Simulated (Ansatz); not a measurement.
AlGa3As4, ordered on the zincblende lattice (I-42m) with 8 atoms a cell, relaxed with r2SCAN. Space group I-42m (No. 121), tetragonal; a = 5.670 Å, c = 11.341 Å in the conventional setting, 22.79 Å³ an atom. Al has 4 As at 2.45 Å; As has 3 Ga at 2.45–2.46 Å and 1 Al at 2.45 Å; Ga has 4 As at 2.46 Å; Ga has 4 As at 2.45 Å.

```cif
data_structure
_symmetry_space_group_name_H-M 'I-42m'
_symmetry_Int_Tables_number 121
_cell_length_a 5.6704
_cell_length_b 5.6704
_cell_length_c 11.3410
_cell_angle_alpha 90.000
_cell_angle_beta 90.000
_cell_angle_gamma 90.000
_cell_volume 364.65
loop_
_atom_site_label
_atom_site_type_symbol
_atom_site_symmetry_multiplicity
_atom_site_Wyckoff_symbol
_atom_site_fract_x
_atom_site_fract_y
_atom_site_fract_z
_atom_site_occupancy
Al1 Al 2 a 0.00000 0.00000 0.00000 1
As1 As 8 i 0.25002 0.25002 0.12487 1
Ga1 Ga 4 d 0.00000 0.50000 0.25000 1
Ga2 Ga 2 b 0.50000 0.50000 0.00000 1
```

4 runs of the plane-wave code Ansatz on this cell differ in the functional (and in the settings that go with it). Levels are in eV from each run's valence top; v1 is the last filled band, c1 the first empty one.

Run A, mean stress +0.5 GPa (compression positive):
```
point     v2     v1    c1    c2
    Γ   0.00   0.00  1.70  2.09
    X  -1.09  -1.09  1.79  2.18
    P  -1.17  -1.11  2.88  2.94
    N  -1.33  -1.23  3.83  3.86
    M  -1.65  -1.65  2.08  2.08
    S  -1.13  -1.07  2.41  3.58
```

Run B, mean stress +2.5 GPa (compression positive):
```
point     v2     v1    c1    c2
    Γ   0.00   0.00  0.83  1.50
    X  -1.01  -1.01  1.04  1.42
    P  -1.10  -1.03  2.10  2.16
    N  -1.24  -1.15  3.04  3.07
    M  -1.52  -1.52  1.48  1.48
    S  -1.05  -1.00  1.76  2.83
```

Run C, mean stress +0.3 GPa (compression positive):
```
point     v2     v1    c1    c2
    Γ   0.00   0.00  2.29  2.72
    X  -1.12  -1.11  2.40  2.80
    P  -1.20  -1.14  3.51  3.57
    N  -1.37  -1.26  4.49  4.52
    M  -1.69  -1.69  2.71  2.71
    S  -1.16  -1.10  3.04  4.23
```

Run D, mean stress 0.0 GPa (compression positive):
```
point     v2     v1    c1    c2
    Γ   0.00   0.00  1.34  1.80
    X  -1.05  -1.05  1.41  1.83
    P  -1.14  -1.07  2.47  2.53
    N  -1.27  -1.18  3.38  3.40
    M  -1.57  -1.57  1.79  1.79
    S  -1.09  -1.03  2.07  3.19
```

**Question.** Match the runs to PBE, r2SCAN, HSE06, PBE0.

**Answer.** A is HSE06, B is PBE, C is PBE0, D is r2SCAN. In order of the gap: PBE 0.83, r2SCAN 1.34, HSE06 1.70, PBE0 2.29 eV.

(Calculated; spin-unpolarised; the phase may be known or hypothetical.)

Spin-orbit coupling is left out.

The stress of a hybrid is loosely converged in these runs.
